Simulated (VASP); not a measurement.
# SrTiO3 (Tausonite) (Pm-3m) in VASP: a series of runs, part 3 of 3

VASP 6.6.1. The steps go on from the part before.

## Step 6: Relaxation of cell and atoms, r2SCAN

Input file INCAR:

```
  PREC = Accurate
  ENCUT = 600
  EDIFF = 1E-6
  ISMEAR = 0
  SIGMA = 0.03
  LREAL = False
  LASPH = True
  NELM = 80
  ALGO = Normal
  ISIF = 3
  LWAVE = False
  LCHARG = False
  METAGGA = R2SCAN
  LMIXTAU = True
  IBRION = 2
  NSW = 90
  EDIFFG = -0.01
```

Input file KPOINTS:

```
regular mesh
0
Gamma
  8 8 8
```

Input file POSCAR:

```
SrTiO3
1.0
    3.9052800000      0.0000000000      0.0000000000
    0.0000000000      3.9052800000      0.0000000000
    0.0000000000      0.0000000000      3.9052800000
Sr Ti O
1 1 3
Direct
    0.5000000000      0.5000000000      0.5000000000
    0.0000000000      0.0000000000      0.0000000000
    0.5000000000      0.0000000000      0.0000000000
    0.0000000000      0.5000000000      0.0000000000
    0.0000000000      0.0000000000      0.5000000000
```

Potentials or basis: VASP PAW PBE potentials, release 64 (Sr_sv, Ti_sv, O).

On the command line:

```bash
cat potpaw_PBE.64/Sr_sv/POTCAR potpaw_PBE.64/Ti_sv/POTCAR potpaw_PBE.64/O/POTCAR > POTCAR
mpirun -np 1 vasp_std > vasp.out
```

OUTCAR:

```text
PREC = Accurate
   ENCUT = 600
   EDIFF = 1E-6
   ISMEAR = 0
   LREAL = False
   LASPH = True
   NELM = 80
   ISIF = 3
   METAGGA = R2SCAN
   IBRION = 2
   NSW = 90
   EDIFFG = -0.01

 ion  position               nearest neighbor table
   1  0.500  0.500  0.500-   3 2.76   4 2.76   5 2.76   3 2.76   4 2.76   3 2.76   5 2.76   3 2.76
                             4 2.76   5 2.76   4 2.76   5 2.76   2 3.38   2 3.38   2 3.38   2 3.38
   2  0.000  0.000  0.000-   3 1.95   4 1.95   5 1.95   5 1.95   4 1.95   3 1.95   1 3.38   1 3.38
                             1 3.38   1 3.38   1 3.38   1 3.38   1 3.38   1 3.38
   3  0.500  0.000  0.000-   2 1.95   2 1.95   1 2.76   1 2.76   1 2.76   1 2.76
   4  0.000  0.500  0.000-   2 1.95   2 1.95   1 2.76   1 2.76   1 2.76   1 2.76
   5  0.000  0.000  0.500-   2 1.95   2 1.95   1 2.76   1 2.76   1 2.76   1 2.76

  LATTYP: Found a simple cubic cell.
 ALAT       =     3.9052800000

  Lattice vectors:

 A1 = (   3.9052800000,   0.0000000000,   0.0000000000)
 A2 = (   0.0000000000,   3.9052800000,   0.0000000000)
 A3 = (   0.0000000000,   0.0000000000,   3.9052800000)

Analysis of symmetry for initial positions (statically):
=====================================================================
 Subroutine PRICEL returns:
 Original cell was already a primitive cell.

 Routine SETGRP: Setting up the symmetry group for a
 simple cubic supercell.

 Subroutine GETGRP returns: Found 48 space group operations
 (whereof 48 operations were pure point group operations)
 out of a pool of 48 trial point group operations.

The static configuration has the point symmetry O_h .

Analysis of symmetry for dynamics (positions and initial velocities):
=====================================================================
 Subroutine PRICEL returns:
 Original cell was already a primitive cell.

 Routine SETGRP: Setting up the symmetry group for a
 simple cubic supercell.

 Subroutine GETGRP returns: Found 48 space group operations
 (whereof 48 operations were pure point group operations)
 out of a pool of 48 trial point group operations.

The dynamic configuration has the point symmetry O_h .

 Subroutine INISYM returns: Found 48 space group operations
 (whereof 48 operations are pure point group operations),
 and found     1 'primitive' translations

----------------------------------------------------------------------------------------

                                     Primitive cell

  volume of cell :      59.5603

  direct lattice vectors                    reciprocal lattice vectors
     3.905280000  0.000000000  0.000000000     0.256063586  0.000000000  0.000000000
     0.000000000  3.905280000  0.000000000     0.000000000  0.256063586  0.000000000
     0.000000000  0.000000000  3.905280000     0.000000000  0.000000000  0.256063586

  length of vectors
     3.905280000  3.905280000  3.905280000     0.256063586  0.256063586  0.256063586

  position of ions in fractional coordinates (direct lattice)
     0.500000000  0.500000000  0.500000000
     0.000000000  0.000000000  0.000000000
     0.500000000  0.000000000  0.000000000
     0.000000000  0.500000000  0.000000000
[... 62 lines left out ...]
 [... further k-points ...]
   k-points           NKPTS =     35   k-points in BZ     NKDIM =     35   number of bands    NBANDS=     24
   number of dos      NEDOS =    301   number of ions     NIONS =      5
   total plane-waves  NPLWV =  32768
   dimension x,y,z NGX =    32 NGY =   32 NGZ =   32
   dimension x,y,z NGXF=    64 NGYF=   64 NGZF=   64
   ions per type =               1   1   3
   NGX,Y,Z   is equivalent  to a cutoff of  13.62, 13.62, 13.62 a.u.
   NGXF,Y,Z  is equivalent  to a cutoff of  27.24, 27.24, 27.24 a.u.
 SYSTEM =  unknown system
   PREC   = accura    normal or accurate (medium, high low for compatibility)
   ISTART =      0    job   : 0-new  1-cont  2-samecut
   ICHARG =      2    charge: 1-file 2-atom 10-const
   ISPIN  =      1    spin polarized calculation?
   LNONCOLLINEAR =      F non collinear calculations
   LSORBIT =      F    spin-orbit coupling
   LASPH  =      T    aspherical Exc in radial PAW
   ENCUT  =  600.0 eV  44.10 Ry    6.64 a.u.   7.80  7.80  7.80*2*pi/ulx,y,z
   NELM   =     80;   NELMIN=  2; NELMDL= -5     # of ELM steps
   EDIFF  = 0.1E-05   stopping-criterion for ELM
   LREAL  =      F    real-space projection
   EDIFFG = -.1E-01   stopping-criterion for IOM
   NSW    =     90    number of steps for IOM
   IBRION =      2    ionic relax: 0-MD 1-quasi-New 2-CG
   NFREE  =      1    steps in history (QN), initial steepest desc. (CG)
   ISIF   =      3    stress and relaxation
   ISYM   =      2    0-nonsym 1-usesym 2-fastsym
   POTIM  = 0.5000    time-step for ionic-motion
   TEBEG  =    0.0;   TEEND  =   0.0 temperature during run
   PSTRESS=    0.0 pullay stress
   NELECT =      40.0000    total number of electrons
   NUPDOWN=      -1.0000    fix difference up-down
   EMIN   =  10.00;   EMAX   =-10.00  energy-range for DOS
   EFERMI =   0.00;   METHOD = LEGACY
   ISMEAR =     0;   SIGMA  =   0.03  broadening in eV -4-tet -1-fermi 0-gaus
   EFERMI_NEDOS =   21; number of points for ismear=-14 and -15
   IALGO  =     38    algorithm
   IMIX   =      4    mixing-type and parameters
     AMIX     =   0.40;   BMIX     =  1.00
     AMIX_MAG =   1.60;   BMIX_MAG =  1.00
  volume/ion in A,a.u.               =      11.91        80.39
  Fermi-wavevector in a.u.,A,eV,Ry     =   1.433648  2.709203 27.964703  2.055348
  Thomas-Fermi vector in A             =   2.553143
   LORBIT       =      0    0 simple, 1 ext, 2 COOP (PROOUT), +10 PAW based schemes
   METAGGA = R2SCAN    functional components
   LHFCALC =     F    Hartree Fock is set to
   AEXX    =    0.0000 exact exchange contribution
   IVDW    =     0    specifies the selected vdW correction
   LEPSILON=     F    determine dielectric tensor
   LRPA    =     F    only Hartree local field effects (RPA)
 conjugate gradient relaxation of ions
 non-spin polarized calculation
 Gauss-broadening in eV      SIGMA  =   0.03
  energy-cutoff  :      600.00
  volume of cell :       59.56
 maximum number of plane-waves:      2008
 NGX is ok and might be reduce to    32
   NGX = 15   NGY = 15   NGZ = 15

--------------------------------------- Ionic step        1  -------------------------------------------

 number of electron      39.9999979 magnetization

 Free energy of the ion-electron system (eV)
  ---------------------------------------------------
  ext. energy  EPLUGINS =         0.00000000
  ---------------------------------------------------
  free energy    TOTEN  =       -63.33733910 eV

  energy without entropy =      -63.33733910  energy(sigma->0) =      -63.33733910

------------------------ aborting loop because EDIFF is reached ----------------------------------------

  FORCE on cell =-STRESS in cart. coord.  units (eV):
  Direction    XX          YY          ZZ          XY          YZ          ZX
  --------------------------------------------------------------------------------------
  -------------------------------------------------------------------------------------
  Total        0.3801845      0.3801845      0.3801845     -0.0000000     -0.0000000      0.0000000
  in kB       10.2270051     10.2270051     10.2270051     -0.0000000     -0.0000000      0.0000000
  external PRESSURE =      10.2270051 kB  Pullay stress =       0.0000000 kB
[... 65 lines left out ...]
--------------------------------------- Ionic step        3  -------------------------------------------

 number of electron      39.9999977 magnetization

 Free energy of the ion-electron system (eV)
  ---------------------------------------------------
  ext. energy  EPLUGINS =         0.00000000
  ---------------------------------------------------
  free energy    TOTEN  =       -63.33833658 eV

  energy without entropy =      -63.33833658  energy(sigma->0) =      -63.33833658

 E-fermi :   3.9375     XC(G=0): -11.9019

 val. band max:        3.8018251340   @ k =   0.5000   0.5000   0.5000
 cond. band min:       6.0676051397   @ k =   0.0000   0.0000   0.0000
 fundamental gap:      2.2657800057
 Fermi energy:         3.9375377768

 k-point     1 :       0.0000    0.0000    0.0000
  band No.  band energies     occupation
      1     -54.8949      2.00000
      2     -30.0884      2.00000
      3     -30.0884      2.00000
      4     -30.0884      2.00000
      5     -30.0837      2.00000
      6     -14.5963      2.00000
[... 637 lines left out ...]
     23       8.3472      0.00000
     24       9.8790      0.00000

 [... further k-points ...]

------------------------ aborting loop because EDIFF is reached ----------------------------------------

  FORCE on cell =-STRESS in cart. coord.  units (eV):
  Direction    XX          YY          ZZ          XY          YZ          ZX
  --------------------------------------------------------------------------------------
  -------------------------------------------------------------------------------------
  Total        0.0022308      0.0022308      0.0022308      0.0000000      0.0000000      0.0000000
  in kB        0.0596914      0.0596914      0.0596914      0.0000000      0.0000000      0.0000000
  external PRESSURE =       0.0596914 kB  Pullay stress =       0.0000000 kB
[... 20 lines left out ...]
  FREE ENERGIE OF THE ION-ELECTRON SYSTEM (eV)
  ---------------------------------------------------
  free  energy   TOTEN  =       -63.3383365840 eV

  energy  without entropy=      -63.3383365840  energy(sigma->0) =      -63.33833658

 reached required accuracy - stopping structural energy minimisation
```

OSZICAR:

```text
N       E                     dE             d eps       ncg     rms          rms(c)
DAV:   1     0.449002028537E+03    0.44900E+03   -0.23466E+04  1680   0.204E+03
DAV:   2    -0.333718558858E+02   -0.48237E+03   -0.47382E+03  2008   0.532E+02
DAV:   3    -0.834846611382E+02   -0.50113E+02   -0.48164E+02  2160   0.160E+02
[... 39 lines left out ...]
DAV:   5    -0.633382238417E+02   -0.50156E-04   -0.51950E-04  2640   0.214E-01    0.421E-02
DAV:   6    -0.633383071928E+02   -0.83351E-04   -0.15408E-04  2200   0.109E-01    0.367E-02
DAV:   7    -0.633383120511E+02   -0.48583E-05   -0.16396E-05  2112   0.402E-02    0.189E-02
DAV:   8    -0.633383326947E+02   -0.20644E-04   -0.20682E-05  2208   0.454E-02    0.452E-03
DAV:   9    -0.633383357400E+02   -0.30453E-05   -0.72499E-06  2248   0.165E-02    0.271E-03
DAV:  10    -0.633383365840E+02   -0.84401E-06   -0.80644E-07   920   0.867E-03
   3 F= -.63338337E+02 E0= -.63338337E+02  d E =-.997487E-03
```

CONTCAR:

```text
SrTiO3
   1.00000000000000
     3.9121963107469044   -0.0000000000000000    0.0000000000000000
    -0.0000000000000000    3.9121963107469044    0.0000000000000000
    -0.0000000000000000   -0.0000000000000000    3.9121963107469044
  Sr              Ti              O
     1     1     3
Direct
     0.5000000000000000    0.5000000000000000    0.5000000000000000
     0.0000000000000000    0.0000000000000000    0.0000000000000000
     0.5000000000000000    0.0000000000000000    0.0000000000000000
     0.0000000000000000    0.5000000000000000    0.0000000000000000
     0.0000000000000000    0.0000000000000000    0.5000000000000000

  0.00000000E+00  0.00000000E+00  0.00000000E+00
  0.00000000E+00  0.00000000E+00  0.00000000E+00
  0.00000000E+00  0.00000000E+00  0.00000000E+00
  0.00000000E+00  0.00000000E+00  0.00000000E+00
  0.00000000E+00  0.00000000E+00  0.00000000E+00
```

Run time: 4.8 min. Hardware: 1 thread of Intel Xeon Platinum 8488C (Sapphire Rapids), shared host; peak memory 0.24 GiB.

What came out:

* Free energy: -63.3383 eV
* Relaxed volume: 11.98 Å³/atom
* Relaxed cell: a = 3.912 Å, b = 3.912 Å, c = 3.912 Å, α = 90.00°, β = 90.00°, γ = 90.00°
* Space group after relaxing (to 0.05 Å): Pm-3m (No. 221)
* Energy gained by relaxing: 0.2 meV/atom
* Ionic steps: 3
* Pressure after relaxing: 0.0 GPa
* Band gap on the k mesh: 2.27 eV, indirect (least direct gap 2.65 eV)

Step by step:
```tsv
step	energy change (eV)	largest force (eV/Å)	pressure (GPa)	volume (Å³)
1	0.0000	0.0000	1.02	59.56
2	0.0001	0.0000	-1.05	60.22
3	-0.0010	0.0000	0.01	59.88
```

Final structure:
```
CELL_PARAMETERS angstrom
3.91220 0.00000 0.00000
0.00000 3.91220 0.00000
0.00000 0.00000 3.91220
ATOMIC_POSITIONS crystal
Sr 0.50000 0.50000 0.50000
Ti 0.00000 0.00000 0.00000
O 0.50000 0.00000 0.00000
O 0.00000 0.50000 0.00000
O 0.00000 0.00000 0.50000
```

Caveat: the PAW data sets were made with another functional, which shifts forces and pressure a little. A k mesh can miss the band edges.

## Step 7: The runs side by side

```csv
level,cell,target pressure,gap on the mesh (eV),pressure (GPa)
r2SCAN,relaxed to 5 GPa,5 GPa,2.32,5.0
PBEsol,relaxed,-,1.82,0.0
r2SCAN,relaxed,-,2.27,0.0
```

Alike in all rows: task relaxation of cell and atoms; potentials or basis VASP PAW PBE potentials, release 64 (Sr_sv, Ti_sv, O); no spin polarisation; k mesh 8 × 8 × 8; cutoff (eV) 600; smearing gaussian 0.03 eV.

Caveats: the PAW data sets were made with another functional, which shifts forces and pressure a little; the relaxation stopped at its first step, so nothing moved (some runs); the cell is relaxed towards a set pressure, so the enthalpy falls and the energy may rise (some runs).

Total energies depend on the potentials used, so only differences within one code and one set of settings carry meaning.
